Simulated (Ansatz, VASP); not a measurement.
# Sr in VASP and in Ansatz

```xyz
1
Lattice="-1.2777 2.5554 2.5554 2.5554 -1.2777 2.5554 2.5554 2.5554 -1.2777" Properties=species:S:1:pos:R:3 pbc="T T T"
Sr    0.0000    0.0000    0.0000
```

Alike in both runs: task single point; functional PBE; k mesh 16 × 16 × 16; occupations gaussian, width 0.15 eV; no spin polarisation.

|  | VASP | Ansatz |
| --- | --- | --- |
| version | VASP 6.6.1 | Ansatz 0.2.0 |
| potentials or method | VASP PAW PBE potentials, release 64 (Sr_sv) | scalar-relativistic, plane waves, PAW |
| plane-wave cutoff (eV) | 520 | 420 |
| valence electrons in the cell | 10 | 10 |

```tsv
	VASP	Ansatz	Ansatz less VASP
gap on the k mesh at the Fermi level (eV)	none	none	-
pressure (GPa)	0.1	0.1	0.00
```

A gap of «none» marks a metal or a gap that the smearing closes.
